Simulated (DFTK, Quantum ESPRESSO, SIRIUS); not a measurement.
## One calculation of Rh, 3 ways

```
CELL_PARAMETERS angstrom
0.00000 1.89785 1.89785
1.89785 0.00000 1.89785
1.89785 1.89785 0.00000
ATOMIC_POSITIONS crystal
Rh 0.00000 0.00000 0.00000
```

Alike in all runs: task single point; functional PBEsol; k mesh 12 × 12 × 12; occupations fermi-dirac, width 0.05 eV; no spin polarisation; no spin-orbit coupling. Pressure is positive in compression and, in plane waves, holds the error of the finite cutoff.

| program and potentials | plane-wave cutoff (eV) | notes | band gap (eV) | pressure (GPa) |
| --- | --- | --- | --- | --- |
| Quantum ESPRESSO, GBRV 1.5 PBEsol | 612 | 15 valence electrons an atom on average | no gap | -3.04 |
| SIRIUS, PseudoDojo 0.4.1 PBE standard (scalar relativistic) | 1202 | potentials made for PBE; 17 valence electrons an atom on average | no gap | -3.28 |
| DFTK, SG15 1.2 (PBE) | 1225 | potentials made for PBE; 17 valence electrons an atom on average | no gap | -4.05 |

None finds a gap. The pressure spans -4.05 (DFTK, SG15 1.2 (PBE)) to -3.04 GPa (Quantum ESPRESSO, GBRV 1.5 PBEsol).

Differences between rows come from potentials, basis sets and numerical settings, since the functional is the same but for its coding. Runs on potential files found faulty are left out.
